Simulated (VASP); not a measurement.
# MnF2 (P4_2/mnm) in VASP: a series of runs

The runs below take MnF2 through single point, relaxation of cell and atoms, with r2SCAN.

Program: VASP 6.6.1. These are calculated values, not measurements. Logs are shortened: lines on timing, memory, paths and dates and some standing lists are left out, and cuts for length are marked.

## Step 1: The structure

Symmetry: P4_2/mnm, No. 136, tetragonal system. The conventional cell has a = 4.874 Å, b = 4.874 Å, c = 3.311 Å, α = 90.00°, β = 90.00°, γ = 90.00°. Mn (site symmetry mmm) has 6 F at 2.10 to 2.13 Å as nearest neighbours. Around F (site symmetry m2m) lie 3 Mn at 2.10 to 2.13 Å.

## Step 2: Single point, r2SCAN, collinear spin, ferromagnetic start

INCAR

```
PREC = Accurate ; ENCUT = 600
EDIFF = 1E-7 ; ISMEAR = 0
SIGMA = 0.03 ; LREAL = False
LASPH = True ; NELM = 150
ALGO = Normal ; ISIF = 2
LWAVE = False ; LCHARG = False
ISPIN = 2 ; MAGMOM = 5 5 0 0 0 0
LORBIT = 11 ; LMAXMIX = 4
METAGGA = R2SCAN ; LMIXTAU = True
NBANDS = 40 ; AMIX = 0.2
BMIX = 1E-4 ; AMIX_MAG = 0.8
BMIX_MAG = 1E-4 ; KPAR = 2
```

KPOINTS

```
regular mesh
0
Gamma
  6 6 8
```

POSCAR

```
MnF2
1.0
    4.8738000000      0.0000000000      0.0000000000
    0.0000000000      4.8738000000      0.0000000000
    0.0000000000      0.0000000000      3.3107000000
Mn F
2 4
Direct
    0.0000000000      0.0000000000      0.0000000000
    0.5000000000      0.5000000000      0.5000000000
    0.3053000000      0.3053000000      0.0000000000
    0.1947000000      0.8053000000      0.5000000000
    0.6947000000      0.6947000000      0.0000000000
    0.8053000000      0.1947000000      0.5000000000
```

Potentials or basis: VASP PAW PBE potentials, release 64 (Mn_pv, F).

Command:

```
$ cat potpaw_PBE.64/Mn_pv/POTCAR potpaw_PBE.64/F/POTCAR > POTCAR
$ mpirun -np 2 vasp_std > vasp.out
```

OUTCAR:

```text
PREC = Accurate
   ENCUT = 600
   EDIFF = 1E-7
   ISMEAR = 0
   LREAL = False
   LASPH = True
   NELM = 150
   ISIF = 2
   ISPIN = 2
   LORBIT = 11
   METAGGA = R2SCAN
   AMIX = 0.2
   AMIX_MAG = 0.8

 ion  position               nearest neighbor table
   1  0.000  0.000  0.000-   3 2.10   5 2.10   4 2.13   6 2.13   4 2.13   6 2.13
   2  0.500  0.500  0.500-   4 2.10   6 2.10   5 2.13   3 2.13   3 2.13   5 2.13
   3  0.305  0.305  0.000-   1 2.10   2 2.13   2 2.13
   4  0.195  0.805  0.500-   2 2.10   1 2.13   1 2.13
   5  0.695  0.695  0.000-   1 2.10   2 2.13   2 2.13
   6  0.805  0.195  0.500-   2 2.10   1 2.13   1 2.13

  LATTYP: Found a simple tetragonal cell.
 ALAT       =     4.8738000000
 C/A-ratio  =     0.6792851574

  Lattice vectors:

 A1 = (   4.8738000000,   0.0000000000,   0.0000000000)
 A2 = (   0.0000000000,   4.8738000000,   0.0000000000)
 A3 = (   0.0000000000,   0.0000000000,   3.3107000000)

Analysis of symmetry for initial positions (statically):
=====================================================================
 Subroutine PRICEL returns:
 Original cell was already a primitive cell.

 Routine SETGRP: Setting up the symmetry group for a
 simple tetragonal supercell.

 Subroutine GETGRP returns: Found 16 space group operations
 (whereof  8 operations were pure point group operations)
 out of a pool of 16 trial point group operations.

The static configuration has the point symmetry D_2h.
 The point group associated with its full space group is D_4h.

Analysis of symmetry for dynamics (positions and initial velocities):
=====================================================================
 Subroutine PRICEL returns:
 Original cell was already a primitive cell.

 Routine SETGRP: Setting up the symmetry group for a
 simple tetragonal supercell.

 Subroutine GETGRP returns: Found 16 space group operations
 (whereof  8 operations were pure point group operations)
 out of a pool of 16 trial point group operations.

The dynamic configuration has the point symmetry D_2h.
 The point group associated with its full space group is D_4h.

Analysis of structural, dynamic, and magnetic symmetry:
=====================================================================
 Subroutine PRICEL returns:
 Original cell was already a primitive cell.

 Routine SETGRP: Setting up the symmetry group for a
 simple tetragonal supercell.

 Subroutine GETGRP returns: Found 16 space group operations
 (whereof  8 operations were pure point group operations)
 out of a pool of 16 trial point group operations.

The overall configuration has the point symmetry D_2h.
 The point group associated with its full space group is D_4h.

 Subroutine INISYM returns: Found 16 space group operations
 (whereof  8 operations are pure point group operations),
 and found     1 'primitive' translations

----------------------------------------------------------------------------------------

                                     Primitive cell

  volume of cell :      78.6421

  direct lattice vectors                    reciprocal lattice vectors
     4.873800000  0.000000000  0.000000000     0.205178711  0.000000000  0.000000000
     0.000000000  4.873800000  0.000000000     0.000000000  0.205178711  0.000000000
     0.000000000  0.000000000  3.310700000     0.000000000  0.000000000  0.302050926

  length of vectors
     4.873800000  4.873800000  3.310700000     0.205178711  0.205178711  0.302050926

  position of ions in fractional coordinates (direct lattice)
     0.000000000  0.000000000  0.000000000
     0.500000000  0.500000000  0.500000000
     0.305300000  0.305300000  0.000000000
     0.194700000  0.805300000  0.500000000
     0.694700000  0.694700000  0.000000000
     0.805300000  0.194700000  0.500000000

  ion indices of the primitive-cell ions
   primitive index   ion index
                 1           1
                 2           2
                 3           3
                 4           4
                 5           5
                 6           6

[... 33 lines left out ...]
  0.333333  0.166667  0.000000      8.000000
[... 16 lines left out ...]
  0.333333  0.000000  0.250000      8.000000
  0.500000  0.000000  0.250000      4.000000
 [... further k-points ...]
   k-points           NKPTS =     50   k-points in BZ     NKDIM =     50   number of bands    NBANDS=     40
   number of dos      NEDOS =    301   number of ions     NIONS =      6
   total plane-waves  NPLWV =  44800
   dimension x,y,z NGX =    40 NGY =   40 NGZ =   28
   dimension x,y,z NGXF=    80 NGYF=   80 NGZF=   56
   ions per type =               2   4
   NGX,Y,Z   is equivalent  to a cutoff of  13.64, 13.64, 14.06 a.u.
   NGXF,Y,Z  is equivalent  to a cutoff of  27.29, 27.29, 28.12 a.u.
 SYSTEM =  unknown system
   PREC   = accura    normal or accurate (medium, high low for compatibility)
   ISTART =      0    job   : 0-new  1-cont  2-samecut
   ICHARG =      2    charge: 1-file 2-atom 10-const
   ISPIN  =      2    spin polarized calculation?
   LNONCOLLINEAR =      F non collinear calculations
   LSORBIT =      F    spin-orbit coupling
   LASPH  =      T    aspherical Exc in radial PAW
   ENCUT  =  600.0 eV  44.10 Ry    6.64 a.u.   9.73  9.73  6.61*2*pi/ulx,y,z
   NELM   =    150;   NELMIN=  2; NELMDL= -5     # of ELM steps
   EDIFF  = 0.1E-06   stopping-criterion for ELM
   LREAL  =      F    real-space projection
   EDIFFG = 0.1E-05   stopping-criterion for IOM
   NSW    =      0    number of steps for IOM
   IBRION =     -1    ionic relax: 0-MD 1-quasi-New 2-CG
   NFREE  =      0    steps in history (QN), initial steepest desc. (CG)
   ISIF   =      2    stress and relaxation
   ISYM   =      2    0-nonsym 1-usesym 2-fastsym
   POTIM  = 0.5000    time-step for ionic-motion
   TEBEG  =    0.0;   TEEND  =   0.0 temperature during run
   PSTRESS=    0.0 pullay stress
   NELECT =      54.0000    total number of electrons
   NUPDOWN=      -1.0000    fix difference up-down
   EMIN   =  10.00;   EMAX   =-10.00  energy-range for DOS
   EFERMI =   0.00;   METHOD = LEGACY
   ISMEAR =     0;   SIGMA  =   0.03  broadening in eV -4-tet -1-fermi 0-gaus
   EFERMI_NEDOS =   21; number of points for ismear=-14 and -15
   IALGO  =     38    algorithm
   IMIX   =      4    mixing-type and parameters
     AMIX     =   0.20;   BMIX     =  0.00
     AMIX_MAG =   0.80;   BMIX_MAG =  0.00
  volume/ion in A,a.u.               =      13.11        88.45
  Fermi-wavevector in a.u.,A,eV,Ry     =   1.444290  2.729312 28.381385  2.085973
  Thomas-Fermi vector in A             =   2.562601
   LORBIT       =     11    0 simple, 1 ext, 2 COOP (PROOUT), +10 PAW based schemes
   METAGGA = R2SCAN    functional components
   LHFCALC =     F    Hartree Fock is set to
   AEXX    =    0.0000 exact exchange contribution
   IVDW    =     0    specifies the selected vdW correction
   LEPSILON=     F    determine dielectric tensor
   LRPA    =     F    only Hartree local field effects (RPA)
 spin polarized calculation
 Gauss-broadening in eV      SIGMA  =   0.03
  energy-cutoff  :      600.00
  volume of cell :       78.64
 maximum number of plane-waves:      2644
 NGX is ok and might be reduce to    40
   NGX = 19   NGY = 19   NGZ = 13

 number of electron      54.0000000 magnetization      10.0000000

 number of electron      54.0000035 magnetization       9.9999996

 Free energy of the ion-electron system (eV)
  ---------------------------------------------------
  ext. energy  EPLUGINS =         0.00000000
  ---------------------------------------------------
  free energy    TOTEN  =       -59.38558241 eV

  energy without entropy =      -59.38558241  energy(sigma->0) =      -59.38558241

 E-fermi :   3.0686     XC(G=0): -10.3582

 val. band max:        2.7982967643   @ k =   0.0000   0.0000   0.0000
 cond. band min:       4.5916030671   @ k =   0.0000   0.0000   0.0000
 fundamental gap:      1.7933063028
 Fermi energy:         3.0686307531

 spin component 1

 k-point     1 :       0.0000    0.0000    0.0000
  band No.  band energies     occupation
      1     -49.2401      1.00000
      2     -49.2401      1.00000
      3     -49.1896      1.00000
      4     -49.1896      1.00000
      5     -49.1875      1.00000
      6     -49.1857      1.00000
[... 997 lines left out ...]
     38      13.6618      0.00000
     39      14.4603      0.00000

 [... further k-points ...]

 spin component 2

 k-point     1 :       0.0000    0.0000    0.0000
  band No.  band energies     occupation
      1     -42.7140      1.00000
      2     -42.7140      1.00000
      3     -42.6462      1.00000
      4     -42.6462      1.00000
      5     -42.6367      1.00000
      6     -42.6337      1.00000
[... 997 lines left out ...]
     38      14.9483      0.00000
     39      15.5992      0.00000

 [... further k-points ...]

 [bands above 39 left out]

------------------------ aborting loop because EDIFF is reached ----------------------------------------

  FORCE on cell =-STRESS in cart. coord.  units (eV):
  Direction    XX          YY          ZZ          XY          YZ          ZX
  --------------------------------------------------------------------------------------
  -------------------------------------------------------------------------------------
  Total       -0.0546594     -0.0546594      0.0307701      0.0000000      0.0000000      0.0000000
  in kB       -1.1135765     -1.1135765      0.6268800      0.0000000      0.0000000      0.0000000
  external PRESSURE =      -0.5334243 kB  Pullay stress =       0.0000000 kB

 VOLUME and BASIS-vectors are now :
 -----------------------------------------------------------------------------
  energy-cutoff  :      600.00
  volume of cell :       78.64
      direct lattice vectors                 reciprocal lattice vectors
     4.873800000  0.000000000  0.000000000     0.205178711  0.000000000  0.000000000
     0.000000000  4.873800000  0.000000000     0.000000000  0.205178711  0.000000000
     0.000000000  0.000000000  3.310700000     0.000000000  0.000000000  0.302050926

 POSITION                                       TOTAL-FORCE (eV/Angst)
 -----------------------------------------------------------------------------------
      0.00000      0.00000      0.00000         0.000000      0.000000      0.000000
      2.43690      2.43690      1.65535         0.000000      0.000000      0.000000
      1.48797      1.48797      0.00000        -0.013550     -0.013550     -0.000000
      0.94893      3.92487      1.65535         0.013550     -0.013550     -0.000000
      3.38583      3.38583      0.00000         0.013550      0.013550      0.000000
      3.92487      0.94893      1.65535        -0.013550      0.013550      0.000000
 -----------------------------------------------------------------------------------
    total drift:                               -0.000000     -0.000000     -0.000000

  FREE ENERGIE OF THE ION-ELECTRON SYSTEM (eV)
  ---------------------------------------------------
  free  energy   TOTEN  =       -59.3855824119 eV

  energy  without entropy=      -59.3855824119  energy(sigma->0) =      -59.38558241

 total charge

# of ion       s       p       d       tot
------------------------------------------
    1        0.161   6.136   4.940  11.237
    2        0.161   6.136   4.940  11.237
    3        1.733   4.401   0.000   6.134
    4        1.733   4.401   0.000   6.134
    5        1.733   4.401   0.000   6.134
    6        1.733   4.401   0.000   6.134
--------------------------------------------------
tot          7.254  29.874   9.880  47.008

 magnetization (x)

# of ion       s       p       d       tot
------------------------------------------
    1        0.021   0.019   4.596   4.636
    2        0.021   0.019   4.596   4.636
    3        0.009   0.070   0.000   0.079
    4        0.009   0.070   0.000   0.079
    5        0.009   0.070   0.000   0.079
    6        0.009   0.070   0.000   0.079
--------------------------------------------------
tot          0.077   0.319   9.193   9.588
```

It took 11 min on 2 MPI ranks of AMD EPYC 7R13 (Zen 3), shared host; peak memory 0.4 GiB.

What came out:

```
Free energy                                           : -59.3856 eV
Pressure                                              : -0.1 GPa
Largest force                                         : 0.019 eV/Å
Band gap on the k mesh                                : 1.79 eV, direct
Net moment                                            : 10.00 μB per cell
Site moments                                          : Mn +4.64; F +0.08 μB
Valence electrons inside the program's atomic spheres : Mn 11.24; F 6.13
```

Forces in eV/Å, atoms in the order of the input:
```
Mn   0.000  0.000  0.000
Mn   0.000  0.000  0.000
F   -0.014 -0.014  0.000
F    0.014 -0.014  0.000
F    0.014  0.014  0.000
F   -0.014  0.014  0.000
```

Caveat: the PAW data sets were made with another functional, which shifts forces and pressure a little; only a ferromagnetic start was run, and an antiferromagnetic order may lie lower in energy. r2SCAN opens gaps a little over a GGA but as a rule still falls short of measured ones.

(Part 1 of 2 ends here.)
